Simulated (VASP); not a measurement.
HfO2:

```
Hf O
1.0
     0.00000    2.55750    2.55750
     2.55750    0.00000    2.55750
     2.55750    2.55750    0.00000
Hf O
1 2
Cartesian
  0.0000 0.0000 0.0000
  1.2788 1.2788 1.2788
  3.8363 3.8363 3.8363
```

Measurements of this composition are mostly on another form, of space group No. 14.

```yaml
Program: VASP 6.6.1
Task: relaxation of cell and atoms
Functional: PBE
Dispersion: D4
Potentials_or_basis: VASP PAW PBE potentials, release 64 (Hf_pv, O)
Cutoff: 600 eV
k_mesh: 5 × 5 × 5
Occupations: gaussian, width 0.01 eV
Spin: no spin polarisation
```

At the start: pressure -9.4 GPa; volume 11.15 Å³/atom.

Problem. Where does the relaxation end?

Solution. Over 3 steps the energy falls by 13.2 meV/atom and the volume is 10.72 Å³/atom (-3.8 %); space group Fm-3m (No. 225, to 0.05 Å).

Step by step:
| step | energy change (eV) | largest force (eV/Å) | pressure (GPa) | volume (Å³) |
| --- | --- | --- | --- | --- |
| 1 | 0.0000 | 0.0000 | -9.41 | 33.46 |
| 2 | 0.0472 | 0.0000 | 16.52 | 30.39 |
| 3 | -0.0396 | 0.0000 | -0.15 | 32.17 |

Final structure:
```xyz
3
Lattice="0.0000 2.5244 2.5244 2.5244 0.0000 2.5244 2.5244 2.5244 0.0000" Properties=species:S:1:pos:R:3 pbc="T T T"
Hf    0.0000    0.0000    0.0000
O     1.2622    1.2622    1.2622
O     3.7866    3.7866    3.7866
```

Caveat: the k mesh is coarse (spacing up to 0.43 Å⁻¹), so the values aren't converged.
